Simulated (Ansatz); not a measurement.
Runs of Ansatz 0.2.0 on CdS (Greenockite). It takes space group P6_3mc (No. 186, hexagonal). The conventional cell has a = 4.150 Å, b = 4.150 Å, c = 6.737 Å, α = 90.00°, β = 90.00°, γ = 120.00°. Around Cd (site symmetry 3m) lie 4 S at 2.53 to 2.54 Å. S (site symmetry 3m) is surrounded by 4 Cd at 2.53 to 2.54 Å. 

| task | level | spin | cell | k mesh | cutoff (eV) | smearing | atoms under strain | points for each segment of the path | mesh quality | gap on the mesh (eV) | pressure (GPa) | relaxed volume (Å³/atom) | largest force (eV/Å) |
| --- | --- | --- | --- | --- | --- | --- | --- | --- | --- | --- | --- | --- | --- |
| relaxation of cell and atoms | BLYP+D4 | off | relaxed | 7 × 7 × 4 | 420 | fermi-dirac 0.05 eV | - | - | not flagged | 1.09 | 0.0 | 25.55 | 0.01 |
| relaxation of cell and atoms | PBE-EpsX | off | relaxed | 4 × 4 × 2 | 420 | fermi-dirac 0.05 eV | - | - | coarse | 2.26 | 0.0 | (b) | - |
| elastic constants | LDA | off | as given | 6 × 6 × 4 | 420 | fixed | relaxed | - | not flagged | 0.91 | (d) | - | - |
| band structure | PBE-EpsX | off | as given | 4 × 4 × 3 | 420 | fermi-dirac 0.05 eV | - | 4 | coarse | 2.30 | (a) | - | (c) |
| relaxation of cell and atoms | RPBE | off | relaxed | 7 × 7 × 4 | 420 | fermi-dirac 0.05 eV | - | - | not flagged | 1.20 | 0.0 | 27.12 | - |

Alike in all rows: potentials or basis Ansatz PAW.

Question: Fill in the values left out.

Answer: (a) 1.3; (b) 25.64; (c) 0.06; (d) -3.1.

Caveats: some runs use coarse meshes; the PAW data sets come from PBE, with cores solved anew for the run's functional, which leaves a small shift of forces and pressure; the plane-wave basis is chosen anew once the cell has moved, so the energies of steps on either side of that aren't comparable (some runs); odd divisions of the mesh miss points on the zone boundary, where band edges often lie, so the gap on the mesh can be too wide (some runs); the cell is more than 3 GPa from zero pressure, which shifts response properties (some runs); the thresholds are loose for stress (some runs).

A k mesh can miss the band edges, and the runs leave out spin-orbit coupling on Cd.

Runs at the PBE level aren't shown here.
